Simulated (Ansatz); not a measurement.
# Pb: further runs on the relaxed cell

The task here is to estimate one member of a computed series from the others.

This is Pb in the hcp structure; at room conditions it is fcc.

Program: Ansatz 0.2.0. Level of theory: DFT PBEsol, scalar-relativistic, plane waves, PAW. These are calculated values, not measurements.

1 further run of the same task is left out (set aside as unsound or not needed).

**Starting point**

Symmetry: P6_3/mmc, No. 194, hexagonal system. The conventional cell has a = 3.456 Å, b = 3.456 Å, c = 5.781 Å, α = 90.00°, β = 90.00°, γ = 120.00°. Pb (site symmetry -6m2) is surrounded by 12 Pb at 3.46 to 3.51 Å.

As a file:

```
Pb
1.0
     3.45588    0.00000    0.00000
    -1.72794    2.99288    0.00000
     0.00000    0.00000    5.78135
Pb
2
Direct
  0.33333 0.66667 0.25000
  0.66667 0.33333 0.75000
```

This cell was relaxed beforehand with the same method: volume 29.90 Å³/atom, gap on the mesh none (metal).

The first run:

input.yaml

```yaml
crystal:
  lattice:
    - [3.4558763763, 0.0, 0.0]
    - [-1.7279381881, 2.9928767342, 0.0]
    - [0.0, 0.0, 5.7813509628]
  atoms:
    - { symbol: Pb, position: [0.3333333333, 0.6666666667, 0.25] }
    - { symbol: Pb, position: [0.6666666667, 0.3333333333, 0.75] }
basis:
  ecutwfc: 420
kpoints:
  mp_grid: { grid: [12, 12, 8] }
  band_path:
    path:
      - [[0.0, 0.0, 0.0], [0.5, 0.0, 0.0], [0.33333333, 0.33333333, 0.0], [0.0, 0.0, 0.0], [0.0, 0.0, 0.5], [0.5, 0.0, 0.5], [0.33333333, 0.33333333, 0.5], [0.0, 0.0, 0.5]]
      - [[0.5, 0.0, 0.5], [0.5, 0.0, 0.0]]
      - [[0.33333333, 0.33333333, 0.5], [0.33333333, 0.33333333, 0.0]]
    npoints: 14
hamiltonian:
  xc: pbesol
scf:
  occupations: { method: gaussian, width: 0.1 }
  n_extra_bands: 6
output:
  forces: true
  stress: true
  eigenvalues: true
  populations: true
  dos: { projected: true, de: 0.02, nscf_kmesh: { grid: [18, 18, 12] } }
  bader: true
  write_density: true
  write_potential: true
  elf: true
  volumetric_format: npy
```

On the command line:

```sh
> ansatz run input.yaml --threads 1 --pin off --max-ram 2560MiB --backend cpu --events-out ev --progress --plain --runs-dir out
```

Among the steps run: Electronic structure at the relaxed geometry; The cell scaled to 0.97 of its volume; Point at V/V0 = 1.03; Volume × 0.94; Point at V/V0 = 1.06.

One of the session's tables, all rows but one given; the rest of the session is left out.

It belongs to the step «Equation of state». 

| volume (Å³/atom) | energy above the lowest point (meV/atom) | pressure (GPa) |
| --- | --- | --- |
| 28.104 | 17.6 | 3.36 |
| 29.001 | 4.1 | 1.53 |
| 29.898 | 0.0 | 0.00 |
| 30.795 | ? | ? |
| 31.692 | 14.3 | -2.37 |

**Question.** Estimate the row for volume (Å³/atom) = 30.795.

Worked estimate for «energy above the lowest point (meV/atom)». A straight line through the neighbours (29.898, 0.0) and (31.692, 14.3) gives 0.0 + (14.3 − 0.0) × (30.795 − 29.898) / (31.692 − 29.898) = 7.2; a parabola fitted to 3 rows on both sides gives 3.4.

**Answer.** energy above the lowest point (meV/atom): 3.9; pressure (GPa): -1.29. In «energy above the lowest point (meV/atom)» the line misses by +3.3 and the parabola by -0.5.
